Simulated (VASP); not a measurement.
**SnTe in VASP: one cell, several levels of theory, part 1 of 2**

Aim: gap, levels, forces and stress of SnTe built on the zincblende prototype, under -3.0 % strain along z alone at fixed geometry. Runs: PBE, r2SCAN. This is a trial cell built on a prototype, not taken from a measured structure, and it needn't be the compound's ground state.

Code: VASP 6.6.1. PAW datasets, plane waves. Spin-unpolarised throughout. Whether this structure exists isn't addressed.

## Step 1: The structure to begin with

The cell comes from an earlier relaxation with r2SCAN in another program, then strained, with the atoms relaxed again.

It is tetragonal, I-4m2 (No. 119); conventional cell a = 5.069 Å, c = 6.953 Å, 44.65 Å³ an atom. Around Sn lie 4 Te at 3.07 Å; around Te lie 4 Sn at 3.07 Å.

As a file:

```xyz
2
Lattice="0.0000 3.5840 3.4765 3.5840 0.0000 3.4765 3.5840 3.5840 0.0000" Properties=species:S:1:pos:R:3 pbc="T T T"
Sn    0.0000    0.0000    0.0000
Te    1.7920    1.7920    1.7382
```

## Step 2: Single point with PBE

Contents of INCAR:

```
ENCUT = 520.000000
SIGMA = 0.020000
EDIFF = 1.00e-07
GGA = PE
PREC = Accurate
IBRION = -1
ISIF = 2
ISMEAR = -1
NBANDS = 17
NELM = 120
NSW = 0
LASPH = .TRUE.
LCHARG = .FALSE.
LWAVE = .FALSE.
LREAL = .FALSE.
```

Contents of KPOINTS:

```
KPOINTS created by Atomic Simulation Environment
0
Gamma
6 6 6
0 0 0
```

Contents of KPOINTS_OPT:

```
special points
7
Reciprocal
0.0000000000 0.0000000000 0.0000000000 1
-0.5000000000 -0.5000000000 0.0000000000 1
-0.3750000000 -0.3750000000 0.2500000000 1
-0.3750000000 0.0000000000 0.3750000000 1
0.0000000000 0.0000000000 0.5000000000 1
-0.5000000000 -0.2500000000 0.2500000000 1
0.2500000000 -0.2500000000 -0.5000000000 1
```

Contents of POSCAR:

```
Sn Te
 1.0000000000000000
     0.0000000000000000    3.5839840091999999    3.4764644889000000
     3.5839840091999999    0.0000000000000000    3.4764644889000000
     3.5839840091999999    3.5839840091999999    0.0000000000000000
 Sn  Te
   1   1
Cartesian
  0.0000000000000000  0.0000000000000000  0.0000000000000000
  1.7919920046000000  1.7919920046000000  1.7382322444500000
```

Potentials: the recommended PBE PAW datasets, 20 valence electrons in the neutral cell.

Launch:

```bash
$ mpirun -np 1 vasp_std
```

Printed to the terminal (iteration lines stand in OSZICAR):

```text
POSCAR found type information on POSCAR SnTe
 POSCAR found :  2 types and       2 ions
 LDA part: xc-table for (Slater+PW92), standard interpolation
 POSCAR, INCAR and KPOINTS ok, starting setup
 FFT: planning ... GRIDC
 FFT: planning ... GRID_SOFT
 FFT: planning ... GRID
 WAVECAR not read
 entering main loop
 Start KPOINTS_OPT (optional k-point list driver)
k-point batch [1-7\7]
```

OSZICAR:

```text
N       E                     dE             d eps       ncg     rms          rms(c)
DAV:   1     0.127431439611E+03    0.12743E+03   -0.92665E+03  1021   0.122E+03
DAV:   2     0.601332504514E+01   -0.12142E+03   -0.11834E+03  1069   0.304E+02
DAV:   3    -0.675590303478E+01   -0.12769E+02   -0.12673E+02  1263   0.935E+01
DAV:   4    -0.715623696721E+01   -0.40033E+00   -0.40008E+00  1181   0.174E+01
DAV:   5    -0.717405751923E+01   -0.17821E-01   -0.17820E-01  1465   0.357E+00    0.498E+00
DAV:   6    -0.704647720434E+01    0.12758E+00   -0.30987E-01  1331   0.261E+00    0.325E+00
DAV:   7    -0.704281186193E+01    0.36653E-02   -0.83002E-02  1125   0.109E+00    0.109E+00
DAV:   8    -0.704380275917E+01   -0.99090E-03   -0.11461E-02  1177   0.699E-01    0.249E-01
DAV:   9    -0.704441546633E+01   -0.61271E-03   -0.28230E-03  1074   0.343E-01    0.637E-02
DAV:  10    -0.704449793732E+01   -0.82471E-04   -0.61196E-04  1210   0.141E-01    0.420E-02
DAV:  11    -0.704462966967E+01   -0.13173E-03   -0.27882E-04  1032   0.733E-02    0.527E-02
DAV:  12    -0.704462734797E+01    0.23217E-05   -0.12177E-05  1198   0.176E-02    0.222E-02
DAV:  13    -0.704462795097E+01   -0.60300E-06   -0.46137E-06  1058   0.886E-03    0.453E-03
DAV:  14    -0.704462803927E+01   -0.88296E-07   -0.37013E-07  1271   0.597E-03
   1 F= -.70446280E+01 E0= -.70443588E+01  d E =-.538550E-03
       N       E                     dE             ncg
DAV:   1     0.581395736102E+03   -0.38793E+04      238
DAV:   2    -0.236435312683E+03   -0.81783E+03      262
DAV:   3    -0.320081898487E+03   -0.83647E+02      284
DAV:   4    -0.322858814097E+03   -0.27769E+01      287
DAV:   5    -0.322984415729E+03   -0.12560E+00      370
DAV:   6    -0.322985304409E+03   -0.88868E-03      296
DAV:   7    -0.322985346045E+03   -0.41636E-04      361
DAV:   8    -0.322985346368E+03   -0.32313E-06      313
DAV:   9    -0.322985346376E+03   -0.78344E-08      234
```

The lines after F= are the extra pass for the points of KPOINTS_OPT, at fixed density; their E is not a total energy.

From OUTCAR:

```text
k-points           NKPTS =     30   k-points in BZ     NKDIM =     30   number of bands    NBANDS=     17

   NELECT =      20.0000    total number of electrons

   dimension x,y,z NGX =    40 NGY =   40 NGZ =   40
   dimension x,y,z NGXF=    80 NGYF=   80 NGZF=   80

  energy-cutoff  :      520.00
  volume of cell :       89.31
      direct lattice vectors                 reciprocal lattice vectors
     0.000000000  3.583984009  3.476464489    -0.139509551  0.139509551  0.143824279
     3.583984009  0.000000000  3.476464489     0.139509551 -0.139509551  0.143824279
     3.583984009  3.583984009  0.000000000     0.139509551  0.139509551 -0.143824279

 k-points in reciprocal lattice and weights: KPOINTS created by Atomic Simulation Env
   0.00000000  0.00000000  0.00000000       0.005
   0.16666667  0.00000000  0.00000000       0.037
   0.33333333  0.00000000  0.00000000       0.037
   0.50000000 -0.00000000  0.00000000       0.019
   0.16666667  0.16666667  0.00000000       0.009
   0.33333333  0.16666667  0.00000000       0.037
   0.50000000  0.16666667  0.00000000       0.037
  -0.33333333  0.16666667  0.00000000       0.037
[... 22 more k-points ...]

 E-fermi :   3.6301

 k-point     1 :       0.0000    0.0000    0.0000
  band No.  band energies     occupation
      1     -18.1651      2.00000
      2     -18.1651      2.00000
      3     -18.1636      2.00000
      4     -18.1533      2.00000
      5     -18.1518      2.00000
      6      -8.1606      2.00000
      7      -1.3891      2.00000
      8       1.5482      2.00000
      9       1.5482      2.00000
     10       1.6682      2.00000
     11       4.5607      0.00000
     12       4.6474      0.00000
     13       4.6474      0.00000
     14       7.7604      0.00000
     15       9.9084      0.00000
     16      10.2490      0.00000
     17      11.1244      0.00000

 k-point     2 :       0.1667    0.0000    0.0000
  band No.  band energies     occupation
      1     -18.1653      2.00000
      2     -18.1646      2.00000
      3     -18.1634      2.00000
      4     -18.1533      2.00000
      5     -18.1518      2.00000
      6      -8.0332      2.00000
      7      -2.0173      2.00000
      8       1.3670      2.00000
      9       1.4574      2.00000
     10       1.7458      2.00000
     11       4.8173      0.00000
     12       4.9292      0.00000
     13       4.9754      0.00000
     14       8.5717      0.00000
     15       9.4434      0.00000
     16       9.6511      0.00000
     17      10.7951      0.00000

 k-point     3 :       0.3333    0.0000    0.0000
  band No.  band energies     occupation
      1     -18.1660      2.00000
      2     -18.1637      2.00000
      3     -18.1627      2.00000
      4     -18.1533      2.00000
      5     -18.1516      2.00000
      6      -7.7344      2.00000
      7      -3.0300      2.00000
      8       1.0759      2.00000
      9       1.1948      2.00000
     10       1.6464      2.00000
     11       5.3158      0.00000
     12       5.3210      0.00000
     13       6.1806      0.00000
     14       9.1305      0.00000
     15       9.6933      0.00000
     16       9.7496      0.00000
     17      11.1374      0.00000

 k-point     4 :       0.5000   -0.0000    0.0000
  band No.  band energies     occupation
      1     -18.1664      2.00000
      2     -18.1633      2.00000
      3     -18.1624      2.00000
      4     -18.1532      2.00000
      5     -18.1515      2.00000
      6      -7.5527      2.00000
      7      -3.4963      2.00000
      8       0.9536      2.00000
      9       1.0834      2.00000
     10       1.5403      2.00000
     11       5.4311      0.00000
     12       5.4691      0.00000
     13       7.2552      0.00000
     14       9.3002      0.00000
     15      10.0895      0.00000
     16      10.6029      0.00000
     17      10.6518      0.00000

 k-point     5 :       0.1667    0.1667    0.0000
  band No.  band energies     occupation
      1     -18.1648      2.00000
      2     -18.1641      2.00000
      3     -18.1641      2.00000
      4     -18.1536      2.00000
      5     -18.1515      2.00000
      6      -7.9851      2.00000
      7      -2.1458      2.00000
      8       1.1021      2.00000
      9       1.1021      2.00000
     10       2.3501      2.00000
     11       4.1059      0.00000
     12       5.3936      0.00000
     13       5.3936      0.00000
     14       8.7298      0.00000
     15       9.0068      0.00000
     16      10.1979      0.00000
     17      11.7595      0.00000

 k-point     6 :       0.3333    0.1667    0.0000
  band No.  band energies     occupation
      1     -18.1660      2.00000
      2     -18.1632      2.00000
      3     -18.1631      2.00000
      4     -18.1537      2.00000
      5     -18.1513      2.00000
      6      -7.7336      2.00000
      7      -2.9334      2.00000
      8       0.6795      2.00000
      9       0.8085      2.00000
     10       2.6141      2.00000
     11       4.3238      0.00000
     12       5.9236      0.00000
     13       6.1050      0.00000
     14       8.6656      0.00000
     15       9.9472      0.00000
     16      10.4310      0.00000
     17      11.6893      0.00000

 k-point     7 :       0.5000    0.1667    0.0000
  band No.  band energies     occupation
      1     -18.1666      2.00000
      2     -18.1628      2.00000
      3     -18.1624      2.00000
      4     -18.1535      2.00000
      5     -18.1513      2.00000
      6      -7.4927      2.00000
      7      -3.5370      2.00000
      8       0.3063      2.00000
      9       0.7400      2.00000
     10       2.5694      2.00000
     11       5.1081      0.00000
     12       5.9683      0.00000
     13       6.6796      0.00000
     14       9.2698      0.00000
     15      10.0791      0.00000
     16      10.7216      0.00000
     17      11.0062      0.00000

[... the tables of k-points 8 to 30 left out ...]

  Total        0.7779623      0.7779623      0.7078324      0.0000000      0.0000000      0.0000000
  in kB       13.9562659     13.9562659     12.6981690      0.0000000      0.0000000      0.0000000
  external PRESSURE =      13.5369003 kB  Pullay stress =       0.0000000 kB

 POSITION                                       TOTAL-FORCE (eV/Angst)
 -----------------------------------------------------------------------------------
      0.00000      0.00000      0.00000         0.000000      0.000000      0.000000
      1.79199      1.79199      1.73823        -0.000000     -0.000000     -0.000000
 -----------------------------------------------------------------------------------
    total drift:                                0.000000      0.000000     -0.000000

  FREE ENERGIE OF THE ION-ELECTRON SYSTEM (eV)
  ---------------------------------------------------
  free  energy   TOTEN  =        -7.0446280393 eV

  energy  without entropy=       -7.0440894892  energy(sigma->0) =       -7.04435876
```

Wall time 59 s (1 MPI rank of Intel Xeon Platinum 8488C, shared host); peak memory 0.27 GiB.

The levels at the points of KPOINTS_OPT are read from vasprun.xml.

Band energies at the special points (eV, zero at the top of v, the last band that the electrons fill by count):

```csv
point,v−1,v,c,c+1
Γ,-2.28,-2.16,0.73,0.82
X,-3.59,-0.98,-0.21,3.94
U,-3.38,-0.75,0.90,3.01
K,-3.28,-0.66,1.03,2.96
L,-2.74,-2.29,1.60,1.64
W,-3.71,-0.12,1.17,2.02
```

PBE: no gap; the band counted as the lowest empty one dips 0.21 eV below the top of the last filled one. The pressure is 1.35 GPa; the forces vanish within 0.01 eV/Å.

(Continued in part 2 of 2.)
